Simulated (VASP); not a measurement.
## AlP: relaxation of cell and atoms with PBE+D3(BJ)

AlP:

```
CELL_PARAMETERS angstrom
0.00000 2.73648 2.73648
2.73648 0.00000 2.73648
2.73648 2.73648 0.00000
ATOMIC_POSITIONS crystal
Al 0.00000 0.00000 0.00000
P 0.25000 0.25000 0.25000
```

The cell is a database's computed one.

```yaml
Program: VASP 6.6.1
Task: relaxation of cell and atoms
Functional: PBE
Dispersion: D3(BJ)
Potentials_or_basis: VASP PAW PBE potentials, release 64 (Al, P)
Cutoff: 600 eV
k_mesh: 8 × 8 × 8
Occupations: gaussian, width 0.02 eV
Spin: no spin polarisation
Further_INCAR_settings: ALGO = Normal; EDIFF = 1e-07; IBRION = 2; EDIFFG = -0.005; NSW = 90; ISIF = 3
```

```json
{
  "Relaxed volume": "20.24 Å³/atom",
  "Relaxed cell": "a = 3.854 Å, b = 3.854 Å, c = 3.854 Å, α = 60.00°, β = 60.00°, γ = 60.00°",
  "Space group after relaxing (to 0.05 Å)": "F-43m (No. 216)",
  "Energy gained by relaxing": "0.9 meV/atom",
  "Ionic steps": "3",
  "Pressure after relaxing": "0.0 GPa",
  "Band gap on the k mesh": "1.57 eV, indirect (least direct gap 3.35 eV)",
  "Dispersion energy per atom": "-0.310 eV"
}
```

Step by step:
```
step  energy change (eV)  largest force (eV/Å)  pressure (GPa)  volume (Å³)
   1              0.0000                0.0000           -1.07        40.98
   2             -0.0011                0.0000            0.68        40.18
   3             -0.0017                0.0000            0.01        40.48
```

Final structure:
```yaml
crystal:
  lattice:
    - [0.00000, 2.72516, 2.72516]
    - [2.72516, 0.00000, 2.72516]
    - [2.72516, 2.72516, 0.00000]
  atoms:
    - { symbol: Al, position: [0.00000, 0.00000, 0.00000] }
    - { symbol: P, position: [0.25000, 0.25000, 0.25000] }
```

Levels at points of the mesh, in eV from the valence-band top:
```
           k point  band 1  band 2  band 3  band 4  band 5  band 6  band 7  band 8
(0.00, 0.00, 0.00)  -11.54    0.00    0.00    0.00    3.35    4.57    4.57    4.57
(0.50, 0.00, 0.00)   -9.84   -5.55   -0.77   -0.77    2.84    4.82    4.82    8.29
(0.50, 0.50, 0.00)   -9.18   -5.33   -2.11   -2.11    1.57    2.47   11.12   11.12
```

Run time: 12 s on 1 thread of Intel(R) Xeon(R) 6975P-C (Granite Rapids), on a shared host, peak memory 0.18 GiB.

A k mesh can miss the band edges.
